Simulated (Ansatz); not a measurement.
# Preparing SiO2 (P3_121) as a host crystal

Aim: the runs on the perfect crystal SiO2 (P3_121) that a defect calculation needs first.

Method: plane-wave PAW DFT, PBEsol; relaxation of the host's cell and atoms; PAW set soft_1, in the first sound run; inputs show where later runs differ, in Ansatz 0.2.0.

**1. The starting structure**

The structure is trigonal, space group P3_121 (No. 152). Conventional cell: a = 4.915 Å, b = 4.915 Å, c = 5.431 Å, α = 90.00°, β = 90.00°, γ = 120.00°. Nearest to Si lie 4 O at 1.61 to 1.62 Å. O has 2 Si at 1.61 to 1.62 Å nearest. Farther neighbours and most contacts between anions are not listed.

**2. Host cell relaxation**

Cell and atoms are relaxed together, until forces and stress fall under their thresholds.

The input, cell/input.yaml:

```yaml
crystal:
  lattice:
    - [4.9149662, 0.0, 0.0]
    - [-2.4574831, 4.2564856, 0.0]
    - [0.0, 0.0, 5.4313011]
  atoms:
    - { symbol: Si, position: [0.53108859, 0.53108859, 0.0] }
    - { symbol: Si, position: [0.0, 0.46891141, 0.66666667] }
    - { symbol: Si, position: [0.46891141, 0.0, 0.33333333] }
    - { symbol: O, position: [0.26922311, 0.41339429, 0.78489098] }
    - { symbol: O, position: [0.58660571, 0.85582882, 0.11822431] }
    - { symbol: O, position: [0.14417118, 0.73077689, 0.45155765] }
    - { symbol: O, position: [0.41339429, 0.26922311, 0.21510902] }
    - { symbol: O, position: [0.73077689, 0.14417118, 0.54844235] }
    - { symbol: O, position: [0.85582882, 0.58660571, 0.88177569] }
basis:
  ecutwfc: 420
  xc_grid: 2
hamiltonian:
  xc: pbesol
  pseudopotentials: { kind: paw, azcp: { folder: soft_1 }, xc_functional: pbe }
kpoints:
  mp_grid: { grid: [7, 7, 5] }
scf:
  occupations: { method: fixed }
  max_iter: 100
relax:
  f_tol: 0.005
  max_steps: 60
  cell: {}
output:
  forces: true
  stress: true
checkpoint:
  write: "../cell.run"
  compress: false
  write_wavefunctions: false
  write_every: 100000
```

Launch:

```console
> ansatz run input.yaml --threads 32 --pin off --max-ram 84787MiB --backend cpu --events-out ev --progress --plain --runs-dir out
```

Numbers of over 12 decimals in the logs are rounded to 6 here.

What it wrote:

```text
[... repeated set-up lines and file paths are left out, and long positions are rounded to six places ...]
Engine: ansatz 0.2.0, aarch64-unknown-linux-gnu
Pseudopotentials: kind: paw
Pseudopotential: Si, paw, valence charge 4, recommended cutoff 420 eV (normal), soft_1/Si.paw.azcp
Pseudopotential: O, paw, valence charge 6, recommended cutoff 420 eV (normal), soft_1/O.paw.azcp
Functional definition: PBEsol
  exchange = pbesol_x
  correlation = pbesol_c
Crystal: 9 atoms, lattice volume = 113.625 Å³
Basis set: ecut = 420 eV, 2209 PW (Γ), exchange–correlation on 72×72×80 points (8 copies of the dense FFT grid, shifted against one another)
Bands: 33, of which v1, the nominal top of the filled ones, is band 24 counted from 1 (23 counted from 0)
Symmetry: 6 space group operations
Space group: P3121 (ITA 152), of the structure as read, at distance tolerance 4.8e-5 Å
k-points: 32 of 245 (time reversal used)
Non-local potential: Si, projectors of the file, l = 0: 2, l = 1: 2, l = 2: 1
Non-local potential: O, projectors of the file, l = 0: 2, l = 1: 2, l = 2: 1
PAW form: soft (Blöchl's): semilocal exchange-correlation on the pseudo side does not see the compensation charge
PAW frozen core: Si, regenerated for the run's functional, and the local potential with it (the file was generated under x = pbe(κ = 0.804, μ = 0.219515), c = pbe(β = 0.066725))
PAW frozen core: O, regenerated for the run's functional, and the local potential with it (the file was generated under x = pbe(κ = 0.804, μ = 0.219515), c = pbe(β = 0.066725))
PAW one-centre angular grid: Si, 110 points (default); XC on 64 Gauss nodes
PAW one-centre angular grid: O, 110 points (default); XC on 64 Gauss nodes
Initial density: superposition of atomic densities (chi_scale 0.1, normalization cell, long waves kept (reshape's long-wave potential 0.01 eV rms))
Initial wavefunctions: pseudopotential atomic-orbital guess
Functional: x = pbesol(κ = 0.804, μ = 0.123457), c = pbesol(β = 0.046)
SCF iter   1: F=—  HF=-5244.299205 eV  |Δ(HF+E_count)|=         —  Δρ=1.24e-1  dr2=1.58e1  Hψ=4573
preconditioner: auto → Resta (q_TF=auto, 2.363 Å⁻¹)  ε∞=2.8  [insulator: Δε(μ)=7.128 eV  Ē_g=17.991 eV  n_scr=22 (ndim 8)  ℏωp=24.1 eV  f_vac=0.003  ε∞_Penn≈2.8]
SCF iter   2: F=—  HF=-5239.961154 eV  |Δ(HF+E_count)|=    4.34e0  Δρ=4.31e-2  dr2=8.83e-1  Hψ=2407
SCF iter   3: F=—  HF=-5239.862791 eV  |Δ(HF+E_count)|=   9.84e-2  Δρ=2.06e-2  dr2=2.73e-1  Hψ=1043
automatic band count: iteration 3 solves 32 bands in place of 33: the levels show a gap, and the empty bands left out lie too high to hold charge; the band table lists the bands solved (type scf.n_extra_bands for more)
[...]
SCF 1 converged in 8 iterations: F = -5239.861946 eV  dr2 = 9.46e-9
  greatest PAW one-centre occupation: 0.859 electrons in one spin orbital (limit 2), on the O atom at site 8 (counted from 0), in its partial waves of l = 0
relax step   1: F+E_penalty+E_count = -5239.86194633 eV  Δ(F+E_penalty+E_count) = +0.000e0 eV  max|allowed force component| = 1.634e-1 eV/Å  Δτ_max = 0.0000 Å  P = +2.724 GPa  Ω = 113.625 Å³  (8 SCF iters, dr2 threshold 1.00e-7 eV, accepted)
[... the SCF cycles and remarks between the steps are left out from here to the last step ...]
relax step   2: F+E_penalty+E_count = -5239.86996666 eV  Δ(F+E_penalty+E_count) = -8.020e-3 eV  max|allowed force component| = 1.015e-1 eV/Å  Δτ_max = 0.0017 Å  P = +1.424 GPa  Ω = 114.405 Å³  energy of the carried Pulay correction = -1.927e-3 eV  (5 SCF iters, dr2 threshold 9.00e-7 eV, accepted)
relax step   3: F+E_penalty+E_count = -5239.87209153 eV  Δ(F+E_penalty+E_count) = -2.125e-3 eV  max|allowed force component| = 2.916e-2 eV/Å  Δτ_max = 0.0024 Å  P = -0.007 GPa  Ω = 115.270 Å³  energy of the carried Pulay correction = -4.048e-3 eV  (5 SCF iters, dr2 threshold 9.00e-7 eV, accepted)
relax step   4: F+E_penalty+E_count = -5239.87279299 eV  Δ(F+E_penalty+E_count) = -7.015e-4 eV  max|allowed force component| = 1.200e-2 eV/Å  Δτ_max = 0.0033 Å  P = +0.004 GPa  Ω = 115.131 Å³  energy of the carried Pulay correction = -3.708e-3 eV  (5 SCF iters, dr2 threshold 5.32e-8 eV, accepted)
relax step   5: F+E_penalty+E_count = -5239.87264038 eV  Δ(F+E_penalty+E_count) = +1.526e-4 eV  max|allowed force component| = 1.406e-3 eV/Å  Δτ_max = 0.0022 Å  P = +0.001 GPa  Ω = 115.203 Å³  energy of the carried Pulay correction = -3.884e-3 eV  (5 SCF iters, dr2 threshold 9.00e-9 eV, accepted)
relax step   6: F+E_penalty+E_count = -5239.87678901 eV  Δ(F+E_penalty+E_count) = -4.149e-3 eV  max|allowed force component| = 1.430e-3 eV/Å  Δτ_max = 0.0000 Å  P = +0.068 GPa  Ω = 115.203 Å³  stress off target by 7.95e-2 GPa  SCF on the basis re-selected at this cell (its energy is not comparable with the rows above)  (5 SCF iters)
relax step   7: F+E_penalty+E_count = -5239.87637903 eV  Δ(F+E_penalty+E_count) = +4.100e-4 eV  max|allowed force component| = 8.122e-4 eV/Å  Δτ_max = 0.0033 Å  P = +0.008 GPa  Ω = 115.389 Å³  energy of the carried Pulay correction = -4.601e-4 eV  (5 SCF iters, dr2 threshold 1.58e-8 eV, accepted)
iter 1 solved again at ethr=1.47e-7 eV; its pass at ethr=3.10e-3 eV (dr2=7.06e-5 eV) is discarded
SCF iter   1: F=—  HF=-5239.877001 eV  |Δ(HF+E_count)|=         —  Δρ=1.50e-5  dr2=4.21e-8  Hψ=7868
[...]
SCF iter   2: F=—  HF=-5239.876986 eV  |Δ(HF+E_count)|=   1.51e-5  Δρ=7.21e-6  dr2=1.30e-8  Hψ=2314
SCF iter   3: F=—  HF=-5239.876986 eV  |Δ(HF+E_count)|=   2.07e-8  Δρ=2.28e-6  dr2=2.04e-9  Hψ=1483
SCF iter   4: F=—  HF=-5239.876986 eV  |Δ(HF+E_count)|=   1.90e-9  Δρ=3.60e-7  dr2=1.90e-10  Hψ=1500
SCF iter   5: F=-5239.876986 eV  HF=-5239.876986 eV  |Δ(HF+E_count)|=  2.22e-10  Δρ=1.52e-7  dr2=1.90e-11  Hψ=4028
SCF 8 converged in 5 iterations: F = -5239.876986 eV  dr2 = 1.90e-11
relax step   8: F+E_penalty+E_count = -5239.87698619 eV  Δ(F+E_penalty+E_count) = -6.072e-4 eV  max|allowed force component| = 8.195e-4 eV/Å  Δτ_max = 0.0000 Å  P = +0.012 GPa  Ω = 115.389 Å³  stress off target by 1.43e-2 GPa  SCF on the basis re-selected at this cell (its energy is not comparable with the rows above)  (5 SCF iters)
basis re-selected at this cell: Δ(F+E_penalty+E_count) = -6.072e-4 eV, ΔP = +0.004 GPa vs the last step (what re-selecting the basis moved, of the pressure what is left beyond the Pulay correction that the steps carried, after the strain that the cell walked [...]
SCF converged after 5 iterations
Free energy (F): -5239.876986 eV
Harris-Foulkes:  -5239.876986 eV  (|F-HF|=1.82e-12)
Internal energy: -5239.876986 eV  (E = F + TS)
E sigma→0 (E₀):  -5239.876986 eV
Fermi energy:    2.239652 eV
--- Per-component energies (eV) ---
  E_band       = -216.789420
  E_kinetic    = 1161.508780
  E_local      = -2937.295155  (includes V_loc(G=0)·N_el)
  E_nonlocal   = 382.533023
  E_hartree    = 1070.681524
  E_xc         = -594.901921
  E_vxc        = -691.576554  (∫ρ·V_xc dr)
  E_paw        = -2441.938702  (= ΣΔE_a)
  E_vpaw       = -273.327703  (= ΣTr[D̂ρ^β])
  E_aug_tail   = 0.005017  (compensation charges beyond the density's cutoff)
  E_ewald      = -1880.775961
  E_core_change = 0.306410  (= ΣΔE_core)
  E_smearing   = -0.000000  (= −TS)
  E_closure    = 0.000000  (closes the sum)
  Σ components = -5239.876986   (vs F -5239.876986, Δ=0.00e0)
--- Forces (eV/Å), atoms counted from 1 ---
  atom   1  Si    -0.00011175    -0.00019356    -0.00000000
  atom   2  Si    -0.00011175     0.00019356    -0.00000000
  atom   3  Si     0.00022350     0.00000000    -0.00000000
  atom   4  O      0.00041344    -0.00002682     0.00081946
  atom   5  O     -0.00018349     0.00037146     0.00081946
  atom   6  O     -0.00022994    -0.00034464     0.00081946
  [... 3 more lines of this table ...]
  max |Σ_I F_I| component: 2.03e-17 eV/Å
--- Stress (GPa, compression-positive) ---
        0.014346       0.000000       0.000000
        0.000000       0.014346      -0.000000
        0.000000      -0.000000       0.008010
  P = ⅓ Tr σ = 0.0122 GPa (0.122 kbar)
--- Relaxed structure (6 steps of the walk, 6 accepted, 2 SCFs on fresh bases) ---
  F+E_penalty+E_count = -5239.87698619 eV   max|allowed force component| = 8.195e-4 eV/Å   (the final SCF, on the basis selected at the relaxed cell)
  cell:  # Å, volume = 115.3892 Å³
    - [4.948403, 0.0, 3.1459828728171723e-18]
    - [-2.474202, 4.285443, -1.5729914364085865e-18]
    - [3.476479698580761e-18, 0, 5.441322]
  atoms:
    - { symbol: Si, position: [0.529716, 0.529716, 0] }
    - { symbol: Si, position: [2.728721176181482e-17, 0.470284, 0.666667] }
    - { symbol: Si, position: [0.470284, 0, 0.333333] }
    - { symbol: O, position: [0.267083, 0.412486, 0.785388] }
    - { symbol: O, position: [0.587514, 0.854597, 0.118721] }
    - { symbol: O, position: [0.145403, 0.732917, 0.452054] }
  [... 3 more lines of this table ...]
```

Run time: 7.7 s. Hardware: 32 threads of Arm Neoverse V2, shared host; peak memory 0.51 GiB; 86 s of CPU time.

Relaxation path:

| step | energy less that of the first step (eV) | largest force component (eV/Å) | pressure (GPa) | volume (Å³) |
| --- | --- | --- | --- | --- |
| 1 | 0.0000 | 0.1634 | 2.72 | 113.63 |
| 2 | -0.0080 | 0.1015 | 1.42 | 114.41 |
| 3 | -0.0101 | 0.0292 | -0.01 | 115.27 |
| 4 | -0.0108 | 0.0120 | 0.00 | 115.13 |
| 5 | -0.0107 | 0.0014 | 0.00 | 115.20 |
| 6 | -0.0148 | 0.0014 | 0.07 | 115.20 |
| 7 | -0.0144 | 0.0008 | 0.01 | 115.39 |
| 8* | -0.0150 | 0.0008 | 0.01 | 115.39 |

Relaxation steps marked * repeat the geometry before them on a plane-wave basis chosen anew for their cell, so energy and pressure can jump there. The log counts 2 steps on a newly chosen plane-wave basis, not all of them marked here; energy and pressure can jump at such steps.

The run keeps the 6 symmetry operations that it works with, so distortions that break them were not tested.

```csv
"conventional cell, symmetrised",before,after,change
a (Å),4.915,4.948,+0.7 %
b (Å),4.915,4.948,+0.7 %
c (Å),5.431,5.441,+0.2 %
volume (Å³/atom),12.63,12.82,+1.6 %
```

This step gave:

- pressure: 0.01223 GPa

The relaxation ends with a largest force component of 8.2e-4 eV/Å and a pressure of 0.01 GPa.

**3. Dielectric tensors of the host**

The response to a uniform electric field gives the electronic dielectric tensor.

This step: plane-wave PAW DFPT, PBEsol; dielectric tensors, Born charges and zone-centre modes of the host; PAW set soft_1 (Ansatz 0.2.0).

The input, eps/input.yaml:

```yaml
crystal:
  lattice:
    - [4.9484030706, 0.0, 0.0]
    - [-2.4742015353, 4.2854427673, 0.0]
    - [0.0, 0.0, 5.4413215915]
  atoms:
    - { symbol: Si, position: [0.5297160375, 0.5297160375, 0.0] }
    - { symbol: Si, position: [0.0, 0.4702839625, 0.6666666667] }
    - { symbol: Si, position: [0.4702839625, 0.0, 0.3333333333] }
    - { symbol: O, position: [0.2670834984, 0.4124860174, 0.7853875589] }
    - { symbol: O, position: [0.5875139826, 0.854597481, 0.1187208922] }
    - { symbol: O, position: [0.145402519, 0.7329165016, 0.4520542255] }
    - { symbol: O, position: [0.4124860174, 0.2670834984, 0.2146124411] }
    - { symbol: O, position: [0.7329165016, 0.145402519, 0.5479457745] }
    - { symbol: O, position: [0.854597481, 0.5875139826, 0.8812791078] }
basis:
  ecutwfc: 420
hamiltonian:
  xc: pbesol
  pseudopotentials: { kind: paw, azcp: { folder: soft_1 }, xc_functional: pbe }
kpoints:
  mp_grid: { grid: [6, 6, 5] }
scf:
  occupations: { method: fixed }
  max_iter: 100
phonons:
  method: dfpt
  dielectric: true
  rigid_motions: translations
```

What it wrote:

```text
[...]
Crystal: 9 atoms, lattice volume = 115.389 Å³
Basis set: ecut = 420 eV, 2221 PW (Γ), exchange–correlation on 72×72×96 points (8 copies of the dense FFT grid, shifted against one another)
Bands: 33, of which v1, the nominal top of the filled ones, is band 24 counted from 1 (23 counted from 0)
Symmetry: 6 space group operations
k-points: 92 of 180 (irreducible under 1 space group operation, time reversal used)
[...]
SCF iter   1: F=—  HF=-5244.196546 eV  |Δ(HF+E_count)|=         —  Δρ=1.22e-1  dr2=1.55e1  Hψ=13042
[...]
SCF iter  10: F=-5239.876949 eV  HF=-5239.876949 eV  |Δ(HF+E_count)|=  2.32e-10  Δρ=5.80e-8  dr2=4.50e-12  Hψ=23740
SCF 1 converged in 10 iterations: F = -5239.876949 eV  dr2 = 4.50e-12
[...]
NSCF: frozen V_eff on 5 k-points
DFPT response loops at Γ: preconditioner auto → none (the input reference at scf.mixing.eps_inf says where Resta's filter doesn't serve); β = 0.50; Broyden in place of MSR1
SCF converged after 10 iterations
Free energy (F): -5239.876949 eV
[...]
Internal energy: -5239.876949 eV  (E = F + TS)
E sigma→0 (E₀):  -5239.876949 eV
Fermi energy:    2.247114 eV
[...]
--- Band table (eV; the first three rows and the last of 92) ---
[...]
--- Phonons (Γ-DFPT): 5 representative perturbations + reference, on 92 of 180 k-points (Σ response iterations 20) ---
  k mesh reduced under 1 symmetry operation, with k and −k counted as one. Each operation leaves every solved perturbation unchanged. A smaller set is not considered because the run solves the response to a homogeneous field
  ASR residual: 1.085e-5 → 0.000e0 eV/Å²; symmetrization residual: 2.452e-5 eV/Å²
  ASR residual per site (eV/Å²): 9.45e-6 9.45e-6 1.08e-5 8.79e-6 9.24e-6 1.05e-5 1.05e-5 9.24e-6 8.79e-6
  Γ frequencies (cm⁻¹): 0.00 0.00 0.00 120.52 120.52 196.96 248.48 248.48 335.14 340.20 370.45 370.45 420.87 420.87 441.20 465.40 675.05 675.05 756.64 776.13 776.13 1043.91 1043.91 1051.46 1060.83 1135.30 1135.30
  ε∞ (high-frequency dielectric tensor):
        2.486976     0.000000     0.000000
       -0.000000     2.486976     0.000000
        0.000000     0.000000     2.519641
  ε⁰ (static dielectric tensor: ions relaxed, cell fixed):
        4.630512    -0.000000    -0.000000
       -0.000000     4.630512     0.000000
       -0.000000     0.000000     4.852556
  ε⁰ − ε∞ (ionic part):
        2.143536    -0.000000    -0.000000
       -0.000000     2.143536     0.000000
       -0.000000     0.000000     2.332915
  softest optical mode at Γ: 120.52 cm⁻¹; the repairs (sum rule, projections) moved no ω² at Γ by more than (3.41 cm⁻¹)²
  Born effective charges Z* (e; rows j = field, columns β = displacement):
    site 0:
         3.50631   -0.29403    0.27070
        -0.29403    3.16679   -0.15629
        -0.23284    0.13443    3.45545
    site 1:
         3.50631    0.29403   -0.27070
         0.29403    3.16679   -0.15629
         0.23284    0.13443    3.45545
    site 2:
         2.99703    0.00000    0.00000
         0.00000    3.67607    0.31258
         0.00000   -0.26886    3.45545
    site 3:
        -2.28882   -0.08202   -0.81960
        -0.02996   -1.04773   -0.06594
        -0.82362   -0.13825   -1.72773
    site 4:
        -1.40649    0.53937    0.46691
         0.59143   -1.93006   -0.67682
         0.53154   -0.64415   -1.72773
    site 5:
        -1.30951   -0.53544    0.35269
        -0.48339   -2.02703    0.74276
         0.29208    0.78240   -1.72773
    site 6:
        -1.30951    0.53544   -0.35269
         0.48339   -2.02703    0.74276
        -0.29208    0.78240   -1.72773
    site 7:
        -1.40649   -0.53937   -0.46691
        -0.59143   -1.93006   -0.67682
        -0.53154   -0.64415   -1.72773
    site 8:
        -2.28882    0.08202    0.81960
         0.02996   -1.04773   -0.06594
         0.82362   -0.13825   -1.72773
  Z* charge neutrality: 1.954e-5 e pre-enforcement
  k-mesh period / interband length: 27.2 Å / 0.99 Å = 27.61 at k = (0.0000, 0.0000, 0.0000), direct gap 6.033 eV — 14 or more, which is no proof of convergence
  optical modes at Γ without the LO–TO term, one row a degenerate level:
      ω (cm⁻¹)  modes    IR ((D/Å)²/amu)
        120.52      2             0.0010
        196.96      1             0.0000
        248.48      2             0.4034
        335.14      1             0.0000
[...]
optical modes at Γ + LO–TO along q̂ = [1.0000, 0.0000, 0.0000]:
      ω (cm⁻¹)  modes    IR ((D/Å)²/amu)
[...]
optical modes at Γ + LO–TO along q̂ = [0.0000, 1.0000, 0.0000]:
      ω (cm⁻¹)  modes    IR ((D/Å)²/amu)
[...]
optical modes at Γ + LO–TO along q̂ = [0.0000, 0.0000, 1.0000]:
      ω (cm⁻¹)  modes    IR ((D/Å)²/amu)
[...]
362.76      1             0.9464
        370.45      2             5.7751
        420.87      2            16.0034
        441.20      1             0.0000
        516.87      1             5.0598
        675.05      2             1.2201
        768.39      1             1.7068
        776.13      2             6.7694
       1043.91      2            85.1670
       1060.83      1             0.0000
       1135.30      2             1.0784
       1213.32      1            53.7517
```

Wall time 27 s (32 threads); peak memory 1.5 GiB.

Electronic dielectric tensor:

```
2.49 0.00 0.00
0.00 2.49 0.00
0.00 0.00 2.52
```

Static dielectric tensor:

```
4.63 0.00 0.00
0.00 4.63 0.00
0.00 0.00 4.85
```

The principal values of the electronic dielectric tensor are 2.49, 2.49 and 2.52. The principal values of the static dielectric tensor are 4.63, 4.63 and 4.85.

(Continued in part 2 of 2.)

[Logs are printed without paths, hosts, clocks, repeated set-up lines and the standing remarks that a program may print on its own settings, such as how far it seeks lower states.]

[Hosts, paths, dates, database ids (printed as entryN), source tags and the programs' standing remarks are cut or masked in the printed files.]

[Runs of the host that timed out are not shown.]

[For some hosts the program warned that the k-mesh of the response run may be too coarse for force constants and the static dielectric constant; such warnings are not always shown.]
